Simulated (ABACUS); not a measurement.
## ZnSe (Stilleite): single point with SCAN

**What was measured.**

From “Alloy Disordering Effects on the Thermal Conductivity and Energy Gap Temperature Dependence of Cd1−xZnxSe Ternary Crystals Grown by the Bridgman Method”, 2023, pmc:10253836, for a bulk crystal of ZnSe at 300 K: band gap 2.695 ± 0.003 eV (an exciton energy, a little under the gap).

ZnSe (Stilleite):

```
Se Zn
1.0
    -2.83380    0.00000    2.83380
     0.00000    2.83380    2.83380
    -2.83380    2.83380    0.00000
Se Zn
1 1
Cartesian
  -1.4169 1.4169 1.4169
  0.0000 0.0000 0.0000
```

```json
{
  "Program": "ABACUS 3.10.1",
  "Task": "single point",
  "Functional": "SCAN",
  "Potentials or basis": "SG15 ONCV 1.2 PBE",
  "Cutoff": "1374 eV",
  "Density cutoff": "5497 eV",
  "Basis": "plane waves",
  "k mesh": "5 × 5 × 5",
  "Occupations": "fermi-dirac, width 0.05 eV",
  "Spin": "no spin polarisation"
}
```

The pressure is 0.4 GPa. The band gap on the k mesh is 1.74 eV, direct.

Levels at points of the mesh, in eV from the valence-band top:
```
           k point  band 10  band 11  band 12  band 13  band 14  band 15  band 16  band 17
(0.00, 0.00, 0.00)    -6.53     0.00     0.00     0.00     1.74     6.31     6.31     6.31
```

Run time: 20 s on 4 MPI ranks on AMD EPYC 9R14 (Zen 4) (shared host), peak memory 0.52 GiB a rank.

A measured gap of ZnSe is 2.695 eV (an exciton energy, a little under the gap; 300 K; “Alloy Disordering Effects on the Thermal Conductivity and Energy Gap Temperature Dependence of Cd1−xZnxSe Ternary Crystals Grown by the Bridgman Method”, 2023, pmc:10253836); the calculated 1.74 eV misses it by -0.95 eV. Spin-orbit coupling on Se is left out. The value is that of SCAN, without temperature or zero-point motion.

Caveat: the potentials were made for another functional, which shifts forces and pressure.
